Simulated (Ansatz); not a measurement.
RbBr (rocksalt), relaxed with r2SCAN in the PAW code Ansatz. Space group Fm-3m (No. 225), cubic; conventional cell a = 6.922 Å, 41.45 Å³ an atom. Rb has 6 Br at 3.46 Å; Br has 6 Rb at 3.46 Å.

The axes x, y and z are those of this cell:
```
Rb Br
1.0
     0.00000    3.46083    3.46083
     3.46083    0.00000    3.46083
     3.46083    3.46083    0.00000
Rb Br
1 1
Direct
  0.00000 0.00000 0.00000
  0.50000 0.50000 0.50000
```

Unstrained: With PBE the gap is 4.291 eV and direct, at Γ. The r2SCAN gap is direct at Γ: 4.893 eV. The HSE06 gap is direct at Γ: 5.443 eV. Meshes: PBE 6×6×6, r2SCAN 6×6×6, HSE06 4×4×4. Strains are changes of length per length, and xy shears are angles. After each strain the atoms were relaxed again with r2SCAN within the symmetry that the strain leaves, so tilts or polar shifts that break it weren't tested; points keep the names that they have in the unstrained zone. Calculated for a static, non-magnetic cell.

**Question.** One strain changed the r2SCAN stress by xx +0.93, yy +0.93, zz +0.93, xy +0.11, xz +0.11, yz +0.11 GPa (compression positive) and the gap by +0.077 eV (PBE), +0.083 eV (r2SCAN), +0.088 eV (HSE06). Which kind of strain was it, and roughly how large?

**Answer.** Uniaxial -5.72 % along [111], other directions held. The pattern of the stress gives the kind; the size needs the stiffness, so it is an estimate.

**Question.** Apply biaxial +2.73 % in x and y, z held. How far does the gap move, against the unstrained cell?

**Answer.** PBE: the gap goes from 4.291 to 4.147 eV (-0.144 eV); with r2SCAN the top three valence levels at Γ, degenerate before, become 1+2 from the top over 22 meV. r2SCAN: the gap goes from 4.893 to 4.743 eV (-0.150 eV). HSE06: the gap goes from 5.443 to 5.288 eV (-0.155 eV). The r2SCAN energy rises by 6.2 meV an atom.

**Question.** Estimate what xy shear, engineering strain (angle) -3.22 % does to the gap.

**Answer.** PBE: the gap goes from 4.291 to 4.262 eV (-0.029 eV); with r2SCAN the top three valence levels at Γ, degenerate before, become 1+1+1 from the top over 51 meV. r2SCAN: the gap goes from 4.893 to 4.864 eV (-0.029 eV). HSE06: the gap goes from 5.443 to 5.413 eV (-0.030 eV). The r2SCAN energy rises by 0.5 meV an atom.

The runs are scalar-relativistic, without spin-orbit coupling.

The meshes of the hybrids are coarse, so their gaps aren't converged to the digits shown.

The splittings at Γ are without spin-orbit coupling, which regroups them where it is of like size or larger.
